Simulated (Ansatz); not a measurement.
**SnTe (Fm-3m), two-dimensional strain map**

Level of theory: Ansatz, DFT PBE, scalar-relativistic, plane waves, PAW. The runs took a 420 eV cutoff, a Γ-centred 10×10×10 mesh and Gaussian smearing (0.03 eV). Spin–orbit coupling is left out, which matters for the heavy elements here. No spin polarisation. Energies are free energies at this smearing, counted from the undisturbed cell; pressure is positive in compression.

Zero of the scan (as given, not relaxed at this level; it stands at 2.0 GPa):

```xyz
2
Lattice="0.0000 3.1565 3.1565 3.1565 0.0000 3.1565 3.1565 3.1565 0.0000" Properties=species:S:1:pos:R:3 pbc="T T T"
Sn    0.0000    0.0000    0.0000
Te    3.1565    3.1565    3.1565
```

The cell is strained by p along both x and y and by q along z, fractional coordinates fixed. Points are written (p, q).

Energy above the undisturbed cell in meV/atom (a dash: not computed):

| p \ q | -0.030 | -0.015 | 0.000 | 0.015 | 0.030 |
| --- | --- | --- | --- | --- | --- |
| -0.030 | 78.0 | 61.2 | 51.5 | 47.9 | 49.2 |
| -0.015 | 44.5 | 27.9 | 18.4 | 15.1 | 16.7 |
| 0.000 | 25.7 | 9.2 | 0.0 | -3.1 | -1.1 |
| 0.015 | 19.3 | 3.0 | -6.0 | -8.9 | -6.6 |
| 0.030 | 23.3 | 7.3 | -1.5 | -4.2 | -1.6 |

Pressure in GPa:

| p \ q | -0.030 | -0.015 | 0.000 | 0.015 | 0.030 |
| --- | --- | --- | --- | --- | --- |
| -0.030 | 7.5 | 6.5 | 5.6 | 4.8 | 4.2 |
| -0.015 | 5.5 | 4.5 | 3.6 | 2.9 | 2.3 |
| 0.000 | 3.8 | 2.8 | 2.0 | 1.3 | 0.8 |
| 0.015 | 2.3 | 1.4 | 0.7 | 0.1 | -0.5 |
| 0.030 | 1.2 | 0.3 | -0.4 | -1.0 | -1.6 |

Gap on the k-mesh in eV:

```
 p \ q  -0.030  -0.015  0.000  0.015  0.030
-0.030    0.27    0.29   0.29   0.19   0.10
-0.015    0.28    0.22   0.19   0.19   0.20
 0.000    0.23    0.14   0.08   0.05   0.04
 0.015    0.19    0.09   0.00   0.05   0.08
 0.030    0.17    0.05   0.05   0.12   0.17
```